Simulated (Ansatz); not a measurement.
# S (P1) in Ansatz: convergence with smearing width

Aim: find how far smearing width must go before the results for S settle, at r2SCAN. This setting moves, with any that are tied to it; all else stays.

Everything below comes from runs of Ansatz 0.2.0. Logs are shortened: lines on timing, memory, paths and dates and some standing lists are left out, and cuts for length are marked.

## Step 1: The cell of the first run

The typed cell holds 4 atoms: a = 5.678 Å, b = 5.678 Å, c = 2.950 Å, α = 90.00°, β = 90.00°, γ = 90.00°.

This isn't the form of S at room conditions, which is orthorhombic, of S8 rings.

The cell isn't the ideal one: atoms moved at random, drawn with an rms of 0.05 Å.

## Step 2: With smearing width 0.3 eV

Contents of input.yaml:

```yaml
crystal:
  lattice:
    - [5.67805379, 0.0, 0.0]
    - [0.0, 5.67805379, 0.0]
    - [0.0, 0.0, 2.94961558]
  atoms:
    - { symbol: S, position: [0.62013, 0.374171, 0.007201] }
    - { symbol: S, position: [0.380358, 0.625366, -0.008374] }
    - { symbol: S, position: [0.116566, 0.113609, 0.490085] }
    - { symbol: S, position: [0.886049, 0.887647, 0.511327] }
hamiltonian:
  xc: r2scan
  pseudopotentials: { kind: paw }
kpoints:
  mp_grid: { grid: [4, 4, 7] }
scf:
  occupations: { method: methfessel_paxton, width: 0.3 }
output:
  forces: true
  stress: true
  eigenvalues: true
```

Potentials or basis: Ansatz PAW.

Run with:

```bash
$ ansatz run input.yaml --threads 2 --pin off --max-ram 5632MiB --backend cpu --events-out ev --progress --plain --runs-dir out
```

It took 9 s on 2 threads of Intel Xeon Platinum 8488C (Sapphire Rapids), shared host; peak memory 0.58 GiB.

Results:

| Quantity | Value |
| --- | --- |
| Free energy | -3621.7525 eV |
| Pressure | -0.1 GPa |
| Largest force | 1.978 eV/Å |
| Band gap on the k mesh | none (metal or under the smearing width) |

## Step 3: With smearing width 0.2 eV

Changes to input.yaml since step 2:

```diff
@@ -16,3 +16,3 @@
 scf:
-  occupations: { method: methfessel_paxton, width: 0.3 }
+  occupations: { method: methfessel_paxton, width: 0.2 }
 output:
```

Potentials or basis: Ansatz PAW.

Run with:

```bash
$ ansatz run input.yaml --threads 2 --pin off --max-ram 5632MiB --backend cpu --events-out ev --progress --plain --runs-dir out
```

Run time: 8.3 s. Hardware: 2 threads of Intel Xeon Platinum 8488C (Sapphire Rapids), shared host; peak memory 0.58 GiB.

Results:

```
Free energy            : -3621.7608 eV
Pressure               : 0.0 GPa
Largest force          : 2.127 eV/Å
Band gap on the k mesh : none (metal or under the smearing width)
```

## Step 4: With smearing width 0.15 eV

Changes to input.yaml since step 3:

```diff
@@ -16,3 +16,3 @@
 scf:
-  occupations: { method: methfessel_paxton, width: 0.2 }
+  occupations: { method: methfessel_paxton, width: 0.15 }
 output:
```

Run with:

```bash
$ ansatz run input.yaml --threads 2 --pin off --max-ram 5632MiB --backend cpu --events-out ev --progress --plain --runs-dir out
```

Wall time 11 s (2 threads of Intel Xeon Platinum 8488C (Sapphire Rapids), shared host); peak memory 0.59 GiB.

What came out:

- Free energy: -3621.7641 eV
- Pressure: 0.0 GPa
- Largest force: 2.154 eV/Å
- Band gap on the k mesh: none (metal or under the smearing width)

## Step 5: With smearing width 0.1 eV

Changes to input.yaml since step 4:

```diff
@@ -16,3 +16,3 @@
 scf:
-  occupations: { method: methfessel_paxton, width: 0.15 }
+  occupations: { method: methfessel_paxton, width: 0.1 }
 output:
```

Run with:

```bash
$ ansatz run input.yaml --threads 2 --pin off --max-ram 5632MiB --backend cpu --events-out ev --progress --plain --runs-dir out
```

It took 9.7 s on 2 threads of Intel Xeon Platinum 8488C (Sapphire Rapids), shared host; peak memory 0.59 GiB.

Results:

* Free energy: -3621.7660 eV
* Pressure: 0.0 GPa
* Largest force: 2.112 eV/Å
* Band gap on the k mesh: none (metal or under the smearing width)

## Step 6: With smearing width 0.05 eV

Changes to input.yaml since step 5:

```diff
@@ -16,3 +16,3 @@
 scf:
-  occupations: { method: methfessel_paxton, width: 0.1 }
+  occupations: { method: methfessel_paxton, width: 0.05 }
 output:
```

Potentials or basis: Ansatz PAW.

Run with:

```bash
$ ansatz run input.yaml --threads 2 --pin off --max-ram 5632MiB --backend cpu --events-out ev --progress --plain --runs-dir out
```

Run time: 9.2 s. Hardware: 2 threads of Intel Xeon Platinum 8488C (Sapphire Rapids), shared host; peak memory 0.59 GiB.

Results (log left out):

```
Free energy            : -3621.7664 eV
Pressure               : 0.0 GPa
Largest force          : 2.100 eV/Å
Band gap on the k mesh : none (metal or under the smearing width)
```

## Step 7: With smearing width 0.025 eV

Changes to input.yaml since step 6:

```diff
@@ -16,3 +16,3 @@
 scf:
-  occupations: { method: methfessel_paxton, width: 0.05 }
+  occupations: { method: methfessel_paxton, width: 0.025 }
 output:
```

Run with:

```bash
$ ansatz run input.yaml --threads 2 --pin off --max-ram 5632MiB --backend cpu --events-out ev --progress --plain --runs-dir out
```

It took 9.6 s on 2 threads of Intel Xeon Platinum 8488C (Sapphire Rapids), shared host; peak memory 0.6 GiB.

The run converged. Its results:

```yaml
Free_energy: -3621.7664 eV
Pressure: 0.0 GPa
Largest_force: 2.100 eV/Å
Band_gap_on_the_k_mesh: none (metal or under the smearing width)
```

## Step 8: With smearing width 0.01 eV

Changes to input.yaml since step 7:

```diff
@@ -16,3 +16,3 @@
 scf:
-  occupations: { method: methfessel_paxton, width: 0.025 }
+  occupations: { method: methfessel_paxton, width: 0.01 }
 output:
```

Run with:

```bash
$ ansatz run input.yaml --threads 2 --pin off --max-ram 5632MiB --backend cpu --events-out ev --progress --plain --runs-dir out
```

It took 9.1 s on 2 threads of Intel Xeon Platinum 8488C (Sapphire Rapids), shared host; peak memory 0.59 GiB.

It converged, with:

| Quantity | Value |
| --- | --- |
| Free energy | -3621.7664 eV |
| Pressure | 0.0 GPa |
| Largest force | 2.099 eV/Å |
| Band gap on the k mesh | none (metal or under the smearing width) |

## Step 9: With smearing width 0.005 eV

Changes to input.yaml since step 8:

```diff
@@ -16,3 +16,3 @@
 scf:
-  occupations: { method: methfessel_paxton, width: 0.01 }
+  occupations: { method: methfessel_paxton, width: 0.005 }
 output:
```

Potentials or basis: Ansatz PAW.

Run with:

```bash
$ ansatz run input.yaml --threads 2 --pin off --max-ram 5632MiB --backend cpu --events-out ev --progress --plain --runs-dir out
```

Output:

```text
Warning: RAYON_NUM_THREADS=2 ignored (pool sized by the plan → 2); use --threads N
Engine: ansatz 0.2.0, x86_64-unknown-linux-gnu
Pseudopotentials: kind: paw
Pseudopotential: S, paw, valence charge 6, recommended cutoff 500 eV (meta_gga), S.paw.azcp
Functional definition: r2SCAN
  parameter k0 = 0.174
  parameter k1 = 0.065
  parameter a1 = 4.9479
  exchange = r2scan_x(k0 = k0, k1 = k1, a1 = a1)
  correlation = r2scan_c
Crystal: 4 atoms, lattice volume = 95.096 Å³
Basis set: ecut = 500 eV, 2423 PW (Γ), exchange–correlation on 180×180×96 points (64 copies of the dense FFT grid, shifted against one another)
Bands: 16, of which v1, the nominal top of the filled ones, is band 12 counted from 1 (11 counted from 0)
Symmetry: 1 space group operations
Space group: P1 (ITA 1), of the structure as read, at distance tolerance 4.6e-5 Å
k-points: 58 of 112 (time reversal used)
Non-local potential: S, projectors of the file, l = 0: 2, l = 1: 2, l = 2: 2
PAW form: soft (Blöchl's): semilocal exchange-correlation on the pseudo side does not see the compensation charge
PAW frozen core: S, regenerated for the run's functional (the file was generated under x = pbe(κ = 0.804, μ = 0.2195149727645171), c = pbe(β = 0.06672455060314922))
PAW one-centre angular grid: S, 302 points (default); XC on 160 Gauss nodes
Initial density: superposition of atomic densities (neutral atoms: chi_scale 0, normalization atom), corrected by the library's trained network
Initial wavefunctions: pseudopotential atomic-orbital guess
Functional: x = r2scan, c = r2scan; τ floored in thin density (d = 2e-4 eV/Å³)
SCF iter   1: F=—  HF=-3621.844630 eV  |F-HF|=—  |Δ(HF+E_count)|=         —  Δρ=1.82e-2  dr2=2.58e-1  dr2_τ=8.31e-2  ethr=1.77e-3  ⟨swp⟩=6.3  Hψ=5718  notcnv=0
preconditioner: auto → none  [insulator: Δε(μ)=0.083 eV  Ē_g=9.630 eV  σ=0.005 eV  W_gap=0.50  n_scr=10 (ndim 8)  ℏωp=18.7 eV  f_vac=0.001  D(μ)=6.04/eV (n_scr^D=70)  ε∞_Penn≈4.8]
SCF iter   2: F=—  HF=-3621.778040 eV  |F-HF|=—  |Δ(HF+E_count)|=   6.66e-2  S|Δr|=    0.00e0  Δρ=7.16e-3  dr2=3.29e-2  dr2_τ=3.81e-4  ethr=1.08e-3  ⟨swp⟩=2.7  Hψ=2009  notcnv=0  defer=14
SCF iter   3: F=—  HF=-3621.766558 eV  |F-HF|=—  |Δ(HF+E_count)|=   1.15e-2  S|Δr|=    0.00e0  Δρ=1.04e-3  dr2=1.27e-3  dr2_τ=1.02e-4  ethr=1.37e-4  ⟨swp⟩=3.0  Hψ=1823  notcnv=0  defer=14
SCF iter   4: F=—  HF=-3621.766482 eV  |F-HF|=—  |Δ(HF+E_count)|=   7.55e-5  S|Δr|=    0.00e0  Δρ=5.90e-4  dr2=9.72e-4  dr2_τ=2.95e-5  ethr=5.30e-6  ⟨swp⟩=2.8  Hψ=1664  notcnv=0  defer=14
SCF iter   5: F=—  HF=-3621.766337 eV  |F-HF|=—  |Δ(HF+E_count)|=   1.45e-4  S|Δr|=    0.00e0  Δρ=2.33e-4  dr2=6.30e-5  dr2_τ=3.47e-6  ethr=4.05e-6  ⟨swp⟩=3.5  Hψ=1545  notcnv=0  defer=14
SCF iter   6: F=—  HF=-3621.766341 eV  |F-HF|=—  |Δ(HF+E_count)|=   4.60e-6  S|Δr|=    0.00e0  Δρ=9.70e-5  dr2=1.02e-5  dr2_τ=3.31e-7  ethr=2.62e-7  ⟨swp⟩=2.2  Hψ=1371  notcnv=0  defer=14
SCF iter   7: F=—  HF=-3621.766343 eV  |F-HF|=—  |Δ(HF+E_count)|=   1.78e-6  S|Δr|=    0.00e0  Δρ=4.35e-5  dr2=3.29e-6  dr2_τ=1.65e-7  ethr=4.26e-8  ⟨swp⟩=2.6  Hψ=1510  notcnv=0  defer=14
SCF iter   8: F=—  HF=-3621.766343 eV  |F-HF|=—  |Δ(HF+E_count)|=   5.53e-8  S|Δr|=    0.00e0  Δρ=1.37e-5  dr2=1.47e-7  dr2_τ=4.72e-9  ethr=1.37e-8  ⟨swp⟩=1.9  Hψ=1237  notcnv=0  defer=14
SCF iter   9: F=—  HF=-3621.766343 eV  |F-HF|=—  |Δ(HF+E_count)|=   7.11e-8  S|Δr|=    0.00e0  Δρ=8.43e-6  dr2=1.29e-7  dr2_τ=5.33e-9  ethr=4.17e-10  ⟨swp⟩=6.2  Hψ=3745  notcnv=0
SCF iter  10: F=-3621.766343 eV  HF=-3621.766343 eV  |F-HF|=7.62e-10  |Δ(HF+E_count)|=   1.06e-8  S|Δr|=    0.00e0  Δρ=3.22e-6  dr2=5.73e-9  dr2_τ=3.23e-10  ethr=4.17e-10  ⟨swp⟩=3.1  Hψ=3412  notcnv=0
SCF 1 converged in 10 iterations: F = -3621.766343 eV  dr2 = 5.73e-9
SCF converged after 10 iterations
Stability not checked: this state was not tested for a lower state beside it, because cold or Methfessel-Paxton smearing, or corrected tetrahedra, fill the levels in a way that the test cannot read (fill_not_monotonic; see scf.lower_state_search)
Free energy (F): -3621.766343 eV
Harris-Foulkes:  -3621.766343 eV  (|F-HF|=7.62e-10)
Internal energy: -3621.766318 eV  (E = F + TS)
E sigma→0 (E₀):  -3621.766337 eV
Entropy (-TS):   -0.000025 eV (-0.006 meV/atom)
Fermi energy:    3.731739 eV
--- Per-component energies (eV) ---
  E_band       = -68.891436
  E_kinetic    = 418.539181
  E_local      = -592.556099  (includes V_loc(G=0)·N_el)
  E_nonlocal   = 115.351174
  E_hartree    = 181.344577
  E_xc         = -360.986591
  E_vxc        = -371.122654  (∫ρ·V_xc dr)
  E_paw        = -2437.670767  (= ΣΔE_a)
  E_vpaw       = -20.264239  (= ΣTr[D̂ρ^β])
  E_aug_tail   = 0.000004  (compensation charges beyond the density's cutoff)
  E_vtau       = 18.472114  (kinetic-family band-sum trace: ∫τ·v_τ [+ j·A + Jᵃ·Aᵃ] dr)
  E_ewald      = -945.348730
  E_core_change = -0.439067  (= ΣΔE_core)
  E_smearing   = -0.000025  (= −TS)
  E_closure    = -0.000000  (closes the sum)
  Σ components = -3621.766343   (vs F -3621.766343, Δ=0.00e0)
--- Forces (eV/Å), atoms counted from 1 ---
  atom   1  S     -1.40842864     1.54923857    -0.14500077
  atom   2  S      1.41583226    -1.54350110     0.14443110
  atom   3  S      1.22701365     1.26763797     0.12235040
  atom   4  S     -1.23440273    -1.27337581    -0.12177496
  max |Σ_I F_I| component: 1.45e-5 eV/Å
--- Stress (GPa, compression-positive) ---
       -0.851388       5.980073      -0.071858
        5.980073      -1.344564       0.713786
       -0.071858       0.713786       2.178809
  P = ⅓ Tr σ = -0.0057 GPa (-0.057 kbar)
--- Band table (eV; the first three rows and the last of 58) ---
  k-point 0: bands = ["-13.7362", "-12.3652", "-7.4571", "-7.3162", "-1.7362", "-1.1783", "-0.9302", "-0.1736", "1.3834", "2.5422", "3.6152", "4.8186", "6.7495", "6.8289", "8.3080", "9.2208"]
  k-point 1: bands = ["-13.5618", "-12.1949", "-7.2417", "-7.1023", "-1.6599", "-1.0244", "-0.7601", "0.0068", "1.2422", "1.6415", "2.3722", "4.8599", "5.5012", "5.5931", "8.3734", "9.2983"]
  k-point 2: bands = ["-13.1248", "-11.7715", "-6.6814", "-6.5468", "-1.7457", "-0.8472", "-0.5883", "-0.3631", "0.4346", "0.5483", "2.3707", "3.3998", "3.4845", "4.8312", "8.2351", "9.1632"]
  k-point 57: bands = ["-12.6952", "-11.3643", "-6.1981", "-6.0614", "-2.5400", "-1.8113", "-0.4492", "-0.3106", "0.0293", "0.2223", "2.3020", "2.5407", "4.3860", "4.4770", "7.8837", "8.7440"]
```

Run time: 9.7 s. Hardware: 2 threads of Intel Xeon Platinum 8488C (Sapphire Rapids), shared host; peak memory 0.58 GiB.

What came out:

- Free energy: -3621.7663 eV
- Pressure: 0.0 GPa
- Largest force: 2.099 eV/Å
- Band gap on the k mesh: none (metal or under the smearing width)

## Step 10: Summary

```csv
smearing width,"energy less the tightest run, at zero smearing (meV/atom)",pressure (GPa),largest force (eV/Å),SCF cycles,CPU time (s),peak memory (GiB)
0.3 eV,1.91,-0.06,1.978,9,17,0.58
0.2 eV,0.42,-0.01,2.127,8,16,0.58
0.15 eV,0.07,0.00,2.154,10,21,0.59
0.1 eV,-0.08,-0.01,2.112,10,19,0.59
0.05 eV,-0.02,0.00,2.100,10,18,0.59
0.025 eV,-0.02,-0.01,2.100,10,19,0.6
0.01 eV,0.00,-0.01,2.099,10,18,0.59
0.005 eV,0.00,-0.01,2.099,10,19,0.58
```

Against the tightest run, the energy stays within 1 meV/atom from 0.2 eV on; the pressure stays within 0.1 GPa from 0.3 eV on; the largest force stays within 0.005 eV/Å from 0.05 eV on. Narrower smearing needs a denser k mesh, so at a fixed mesh the narrowest width isn't the most accurate. The tightest run that finished is the yardstick and may itself not be fully converged.

Caveats: the PAW data sets come from PBE, with cores solved anew for the run's functional, which leaves a small shift of forces and pressure.
